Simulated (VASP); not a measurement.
# AlN (P6_3/mmc) in VASP: a series of runs

Aim: see how the results for AlN move with the level of theory and the settings. Levels: PBEsol, r2SCAN, TB-mBJ. Tasks: band structure.

Program: VASP 6.6.1. These are calculated values, not measurements. Logs are shortened: lines on timing, memory, paths and dates and some standing lists are left out, and cuts for length are marked.

### Step 1. The crystal as given

It takes space group P6_3/mmc (No. 194, hexagonal). The conventional cell has a = 3.301 Å, b = 3.301 Å, c = 4.138 Å, α = 90.00°, β = 90.00°, γ = 120.00°. Around Al (site symmetry -6m2) lie 5 N at 1.91 to 2.07 Å. N (site symmetry -6m2) is surrounded by 5 Al at 1.91 to 2.07 Å.

Measurements of this composition are mostly on another form, of space group No. 186.

### Step 2. Band structure, PBEsol

POSCAR

```
AlN
1.0
    3.3007800000      0.0000000000      0.0000000000
   -1.6503900000      2.8585600000      0.0000000000
    0.0000000000      0.0000000000      4.1384300000
Al N
2 2
Direct
    0.3333300000      0.6666700000      0.7500000000
    0.6666700000      0.3333300000      0.2500000000
    0.3333300000      0.6666700000      0.2500000000
    0.6666700000      0.3333300000      0.7500000000
```

INCAR.step1

```
SYSTEM = AlN
PREC = Accurate ; ENCUT = 520
EDIFF = 1E-6 ; ISMEAR = 0
SIGMA = 0.02 ; LREAL = .FALSE.
LASPH = .TRUE. ; NELM = 80
ALGO = Fast ; ISIF = 2
LWAVE = .FALSE. ; LCHARG = .TRUE.
GGA = PS ; NBANDS = 16
```

KPOINTS.step1

```
regular mesh
0
G
  9 9 6
  0 0 0
```

INCAR.step2

```
SYSTEM = AlN
PREC = Accurate ; ENCUT = 520
EDIFF = 1E-6 ; ISMEAR = 0
SIGMA = 0.05 ; LREAL = .FALSE.
LASPH = .TRUE. ; NELM = 80
ALGO = Fast ; ISIF = 2
LWAVE = .FALSE. ; LCHARG = .FALSE.
GGA = PS ; NBANDS = 16
ICHARG = 11
```

KPOINTS.step2

```
path GMKGALHA,LM,KH
15
line-mode
reciprocal
 0.0000000000  0.0000000000  0.0000000000  G
 0.5000000000  0.0000000000  0.0000000000  M

 0.5000000000  0.0000000000  0.0000000000  M
 0.3333333333  0.3333333333  0.0000000000  K

 0.3333333333  0.3333333333  0.0000000000  K
 0.0000000000  0.0000000000  0.0000000000  G

 0.0000000000  0.0000000000  0.0000000000  G
 0.0000000000  0.0000000000  0.5000000000  A

 0.0000000000  0.0000000000  0.5000000000  A
 0.5000000000  0.0000000000  0.5000000000  L

 0.5000000000  0.0000000000  0.5000000000  L
 0.3333333333  0.3333333333  0.5000000000  H

 0.3333333333  0.3333333333  0.5000000000  H
 0.0000000000  0.0000000000  0.5000000000  A

 0.5000000000  0.0000000000  0.5000000000  L
 0.5000000000  0.0000000000  0.0000000000  M

 0.3333333333  0.3333333333  0.0000000000  K
 0.3333333333  0.3333333333  0.5000000000  H
```

Potentials or basis: VASP PAW PBE potentials, release 64 (Al, N).

On the command line:

```sh
$ cat potpaw_PBE.64/Al/POTCAR potpaw_PBE.64/N/POTCAR > POTCAR
$ cp INCAR.step1 INCAR
$ cp KPOINTS.step1 KPOINTS
$ mpirun -np 1 vasp_std > vasp.out
$ cp INCAR.step2 INCAR
$ cp KPOINTS.step2 KPOINTS
$ mpirun -np 1 vasp_std > vasp.out
```

OUTCAR:

```text
SYSTEM = AlN
   PREC = Accurate
   ENCUT = 520
   EDIFF = 1E-6
   ISMEAR = 0
   LREAL = .FALSE.
   LASPH = .TRUE.
   NELM = 80
   ISIF = 2
   GGA = PS
   ICHARG = 11

 ion  position               nearest neighbor table
   1  0.333  0.667  0.750-   4 1.91   4 1.91   4 1.91   3 2.07   3 2.07   2 2.81   2 2.81   2 2.81
                             2 2.81   2 2.81   2 2.81
   2  0.667  0.333  0.250-   3 1.91   3 1.91   3 1.91   4 2.07   4 2.07   1 2.81   1 2.81   1 2.81
                             1 2.81   1 2.81   1 2.81
   3  0.333  0.667  0.250-   2 1.91   2 1.91   2 1.91   1 2.07   1 2.07
   4  0.667  0.333  0.750-   1 1.91   1 1.91   1 1.91   2 2.07   2 2.07

  LATTYP: Found a hexagonal cell.
 ALAT       =     3.3007800000
 C/A-ratio  =     1.2537733505

  Lattice vectors:

 A1 = (   3.3007800000,   0.0000000000,   0.0000000000)
 A2 = (  -1.6503900000,   2.8585600000,   0.0000000000)
 A3 = (   0.0000000000,   0.0000000000,   4.1384300000)

Analysis of symmetry for initial positions (statically):
=====================================================================
 Subroutine PRICEL returns:
 Original cell was already a primitive cell.

 Routine SETGRP: Setting up the symmetry group for a
 hexagonal supercell.

 Subroutine GETGRP returns: Found  8 space group operations
 (whereof  4 operations were pure point group operations)
 out of a pool of 24 trial point group operations.

The static configuration has the point symmetry C_2h.
 The point group associated with its full space group is D_2h.

Analysis of symmetry for dynamics (positions and initial velocities):
=====================================================================
 Subroutine PRICEL returns:
 Original cell was already a primitive cell.

 Routine SETGRP: Setting up the symmetry group for a
 hexagonal supercell.

 Subroutine GETGRP returns: Found  8 space group operations
 (whereof  4 operations were pure point group operations)
 out of a pool of 24 trial point group operations.

The dynamic configuration has the point symmetry C_2h.
 The point group associated with its full space group is D_2h.

 Subroutine INISYM returns: Found  8 space group operations
 (whereof  4 operations are pure point group operations),
 and found     1 'primitive' translations

----------------------------------------------------------------------------------------

[... 92 lines left out ...]
   NSW    =      0    number of steps for IOM
   IBRION =     -1    ionic relax: 0-MD 1-quasi-New 2-CG
   NFREE  =      0    steps in history (QN), initial steepest desc. (CG)
   ISIF   =      2    stress and relaxation
   ISYM   =      2    0-nonsym 1-usesym 2-fastsym
   POTIM  = 0.5000    time-step for ionic-motion
   TEBEG  =    0.0;   TEEND  =   0.0 temperature during run
   PSTRESS=    0.0 pullay stress
   NELECT =      16.0000    total number of electrons
   NUPDOWN=      -1.0000    fix difference up-down
   EMIN   =  10.00;   EMAX   =-10.00  energy-range for DOS
   EFERMI =   0.00;   METHOD = LEGACY
   ISMEAR =     0;   SIGMA  =   0.05  broadening in eV -4-tet -1-fermi 0-gaus
   EFERMI_NEDOS =   21; number of points for ismear=-14 and -15
   IALGO  =     68    algorithm
   IMIX   =      4    mixing-type and parameters
     AMIX     =   0.40;   BMIX     =  1.00
     AMIX_MAG =   1.60;   BMIX_MAG =  1.00
  volume/ion in A,a.u.               =       9.76        65.88
  Fermi-wavevector in a.u.,A,eV,Ry     =   1.215948  2.297808 20.116614  1.478529
  Thomas-Fermi vector in A             =   2.351318
   LORBIT       =      0    0 simple, 1 ext, 2 COOP (PROOUT), +10 PAW based schemes
   GGA     = PS    functional components
   LHFCALC =     F    Hartree Fock is set to
   AEXX    =    0.0000 exact exchange contribution
   IVDW    =     0    specifies the selected vdW correction
   LEPSILON=     F    determine dielectric tensor
   LRPA    =     F    only Hartree local field effects (RPA)
 non-spin polarized calculation
 RMM-DIIS sequential band-by-band and
 Gauss-broadening in eV      SIGMA  =   0.05
  energy-cutoff  :      520.00
  volume of cell :       39.05
 maximum number of plane-waves:      1078
 NGX is ok and might be reduce to    28

 number of electron      16.0000001 magnetization

 Free energy of the ion-electron system (eV)
  ---------------------------------------------------
  ext. energy  EPLUGINS =         0.00000000
  ---------------------------------------------------
  free energy    TOTEN  =       -30.40214686 eV

  energy without entropy =      -30.40214686  energy(sigma->0) =      -30.40214686

 E-fermi :   8.3391     XC(G=0): -11.4348

 val. band max:        8.0365227397   @ k =   0.0000   0.0000   0.0000
 cond. band min:      11.3831063258   @ k =   0.0000   0.0000   0.0000
 fundamental gap:      3.3465835862
 Fermi energy:         8.3390725706

 k-point     1 :       0.0000    0.0000    0.0000
  band No.  band energies     occupation
      1      -8.8479      2.00000
      2      -5.0366      2.00000
      3       1.0482      2.00000
      4       4.7046      2.00000
      5       4.7048      2.00000
      6       6.4336      2.00000
[... 433 lines left out ...]
      3       1.3659      2.00000
      4       3.2617      2.00000
      5       3.5440      2.00000
      6       3.8033      2.00000
[... 8 lines left out ...]
     15      20.5385      0.00000
     16      21.0710      0.00000

 [... further k-points ...]

------------------------ aborting loop because EDIFF is reached ----------------------------------------

  FORCE on cell =-STRESS in cart. coord.  units (eV):
  Direction    XX          YY          ZZ          XY          YZ          ZX
  --------------------------------------------------------------------------------------
  -------------------------------------------------------------------------------------
  Total        1.9497629      1.0035131      0.7722320     -0.8194769      0.0000000      0.0000000
  in kB       80.0005326     41.1750502     31.6853784    -33.6238786      0.0000000      0.0000000
  external PRESSURE =      50.9536538 kB  Pullay stress =       0.0000000 kB

 VOLUME and BASIS-vectors are now :
 -----------------------------------------------------------------------------
  energy-cutoff  :      520.00
  volume of cell :       39.05
      direct lattice vectors                 reciprocal lattice vectors
     3.300780000  0.000000000  0.000000000     0.302958695  0.174913243  0.000000000
    -1.650390000  2.858560000  0.000000000     0.000000000  0.349826486  0.000000000
     0.000000000  0.000000000  4.138430000     0.000000000  0.000000000  0.241637529

 POSITION                                       TOTAL-FORCE (eV/Angst)
 -----------------------------------------------------------------------------------
     -0.00002      1.90572      3.10382         0.397386     -0.229431     -0.000000
      1.65041      0.95284      1.03461        -0.397386      0.229431     -0.000000
     -0.00002      1.90572      1.03461         0.640108     -0.369567     -0.000000
      1.65041      0.95284      3.10382        -0.640108      0.369567      0.000000
 -----------------------------------------------------------------------------------
    total drift:                               -0.000000      0.000000     -0.000000

  FREE ENERGIE OF THE ION-ELECTRON SYSTEM (eV)
  ---------------------------------------------------
  free  energy   TOTEN  =       -30.4021468587 eV

  energy  without entropy=      -30.4021468587  energy(sigma->0) =      -30.40214686
```

It took 50 s on 1 thread of AMD EPYC 9R45 (Zen 5), shared host; peak memory 0.17 GiB.

Results:

* Band gap on the k mesh: 3.35 eV, direct
* Band gap along the path: 3.35 eV, direct

Levels at the corners of the path, in eV from the valence-band top:
| point | band 6 | band 7 | band 8 | band 9 | band 10 | band 11 |
| --- | --- | --- | --- | --- | --- | --- |
| Γ | -1.60 | -1.60 | 0.00 | 3.35 | 4.49 | 8.22 |
| M | -4.27 | -2.96 | -1.40 | 3.82 | 7.16 | 7.27 |
| M | -4.27 | -2.96 | -1.40 | 3.82 | 7.16 | 7.27 |
| K | -3.84 | -3.84 | -2.48 | 5.08 | 6.07 | 8.96 |
| K | -3.84 | -3.84 | -2.48 | 5.08 | 6.07 | 8.96 |
| Γ | -1.60 | -1.60 | 0.00 | 3.35 | 4.49 | 8.22 |
| Γ | -1.60 | -1.60 | 0.00 | 3.35 | 4.49 | 8.22 |
| A | -2.51 | -2.51 | -2.51 | 5.71 | 5.71 | 8.38 |
| A | -2.51 | -2.51 | -2.51 | 5.71 | 5.71 | 8.38 |
| L | -3.29 | -1.76 | -1.76 | 5.06 | 5.06 | 9.47 |
| L | -3.29 | -1.76 | -1.76 | 5.06 | 5.06 | 9.47 |
| H | -5.23 | -0.79 | -0.79 | 6.82 | 6.82 | 8.19 |
| H | -5.23 | -0.79 | -0.79 | 6.82 | 6.82 | 8.19 |
| A | -2.51 | -2.51 | -2.51 | 5.71 | 5.71 | 8.38 |
| L | -3.29 | -1.76 | -1.76 | 5.06 | 5.06 | 9.47 |
| M | -4.27 | -2.96 | -1.40 | 3.82 | 7.16 | 7.27 |
| K | -3.84 | -3.84 | -2.48 | 5.08 | 6.07 | 8.96 |
| H | -5.23 | -0.79 | -0.79 | 6.82 | 6.82 | 8.19 |

Caveat: the log is that of the step along the path at fixed density, whose energy, stress, charges and moments have no meaning; the PAW data sets were made with another functional, which shifts forces and pressure a little.

### Step 3. Band structure, r2SCAN

INCAR

```
SYSTEM = AlN
PREC = Accurate ; ENCUT = 520
EDIFF = 1E-6 ; ISMEAR = 0
SIGMA = 0.02 ; LREAL = .FALSE.
LASPH = .TRUE. ; NELM = 80
ALGO = Normal ; ISIF = 2
LWAVE = .FALSE. ; LCHARG = .FALSE.
METAGGA = R2SCAN ; LMIXTAU = .TRUE.
NBANDS = 16
```

KPOINTS

```
regular mesh
0
G
  9 9 6
  0 0 0
```

POSCAR is that of step 2.

KPOINTS_OPT

```
path GMKGALHA,LM,KH
15
line-mode
reciprocal
 0.0000000000  0.0000000000  0.0000000000  G
 0.5000000000  0.0000000000  0.0000000000  M

 0.5000000000  0.0000000000  0.0000000000  M
 0.3333333333  0.3333333333  0.0000000000  K

 0.3333333333  0.3333333333  0.0000000000  K
 0.0000000000  0.0000000000  0.0000000000  G

 0.0000000000  0.0000000000  0.0000000000  G
 0.0000000000  0.0000000000  0.5000000000  A

 0.0000000000  0.0000000000  0.5000000000  A
 0.5000000000  0.0000000000  0.5000000000  L

 0.5000000000  0.0000000000  0.5000000000  L
 0.3333333333  0.3333333333  0.5000000000  H

 0.3333333333  0.3333333333  0.5000000000  H
 0.0000000000  0.0000000000  0.5000000000  A

 0.5000000000  0.0000000000  0.5000000000  L
 0.5000000000  0.0000000000  0.0000000000  M

 0.3333333333  0.3333333333  0.0000000000  K
 0.3333333333  0.3333333333  0.5000000000  H
```

Potentials or basis: VASP PAW PBE potentials, release 64 (Al, N).

On the command line:

```sh
$ cat potpaw_PBE.64/Al/POTCAR potpaw_PBE.64/N/POTCAR > POTCAR
$ mpirun -np 1 vasp_std > vasp.out
```

It took 5.3 min on 1 thread of AMD EPYC 9R45 (Zen 5), shared host; peak memory 0.19 GiB.

It converged, with:

- Free energy: -38.0100 eV
- Pressure: -1.8 GPa
- Band gap on the k mesh: 4.02 eV, direct
- Band gap along the path: 4.02 eV, direct

Stress tensor (GPa, compression positive):
```
-1.94  0.00  0.00
 0.00 -1.93  0.00
 0.00  0.00 -1.64
```

Levels at the corners of the path, in eV from the valence-band top:
```
point  band 4  band 5  band 6  band 7  band 8  band 9  band 10  band 11  band 12  band 13
    Γ   -3.46   -3.46   -1.69   -1.69    0.00    4.02     5.36     9.12     9.12    12.33
    M   -4.93   -4.70   -4.34   -3.00   -1.46    4.61     7.97     8.11     9.91    10.51
    M   -4.93   -4.70   -4.34   -3.00   -1.46    4.61     7.97     8.11     9.91    10.51
    K   -4.57   -4.57   -3.92   -3.92   -2.55    5.83     6.82     9.96     9.96    12.19
    K   -4.57   -4.57   -3.92   -3.92   -2.55    5.83     6.82     9.96     9.96    12.19
    Γ   -3.46   -3.46   -1.69   -1.69    0.00    4.02     5.36     9.12     9.12    12.33
    Γ   -3.46   -3.46   -1.69   -1.69    0.00    4.02     5.36     9.12     9.12    12.33
    A   -3.85   -2.62   -2.62   -2.62   -2.62    6.46     6.46     9.24     9.24     9.24
    A   -3.85   -2.62   -2.62   -2.62   -2.62    6.46     6.46     9.24     9.24     9.24
    L   -7.46   -3.38   -3.38   -1.80   -1.80    5.81     5.81    10.42    10.42    12.79
    L   -7.46   -3.38   -3.38   -1.80   -1.80    5.81     5.81    10.42    10.42    12.79
    H   -7.05   -5.29   -5.29   -0.85   -0.85    7.62     7.62     9.06     9.06    12.81
    H   -7.05   -5.29   -5.29   -0.85   -0.85    7.62     7.62     9.06     9.06    12.81
    A   -3.85   -2.62   -2.62   -2.62   -2.62    6.46     6.46     9.24     9.24     9.24
    L   -7.46   -3.38   -3.38   -1.80   -1.80    5.81     5.81    10.42    10.42    12.79
    M   -4.93   -4.70   -4.34   -3.00   -1.46    4.61     7.97     8.11     9.91    10.51
    K   -4.57   -4.57   -3.92   -3.92   -2.55    5.83     6.82     9.96     9.96    12.19
    H   -7.05   -5.29   -5.29   -0.85   -0.85    7.62     7.62     9.06     9.06    12.81
```

Caveat: the PAW data sets were made with another functional, which shifts forces and pressure a little.

(Continued in part 2 of 2.)
